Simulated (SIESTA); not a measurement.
Runs of SIESTA 5.4.2 on Ag. The cell holds a slab with vacuum, 5 atoms: a = 2.930 Å, b = 2.930 Å, c = 24.580 Å, α = 90.00°, β = 90.00°, γ = 120.00°. The slab is cut from a database's or a generator's crystal, which needn't be the stable form of the element.

| level | U | gap on the mesh (eV) | largest force (eV/Å) |
| --- | --- | --- | --- |
| PBE+U | Ag d U = 8 eV | none | 0.12 |
| PBE | - | none | (a) |
| PBE+U | Ag d U = 6 eV | none | 0.10 |
| PBE+U | Ag d U = 2 eV | none | 0.09 |
| PBE+U | Ag d U = 4 eV | none | 0.09 |

Alike in all rows: task band structure; potentials or basis PseudoDojo 0.4 standard (PBE files), DZP (energy shift 0.003 Ry; two zetas on semicore shells); no spin polarisation; cell as given; k mesh 10 × 10 × 1; smearing fermi-dirac 0.05 eV; grid cutoff 800 Ry; energy shift 0.003 Ry.

**Question.** Estimate the missing entries.

**Answer.** (a) 0.08.

Caveats: the basis of atomic orbitals isn't converged, which shifts pressures, moduli and gaps; U without spin polarisation on a metal has little footing (some runs); the U is typed as a test and isn't derived for this compound (some runs).

A k mesh can miss the band edges, and the runs leave out spin-orbit coupling on Ag.

A gap of «none» marks a metal or a gap under the smearing width.

Not every run made on this cell is shown here.
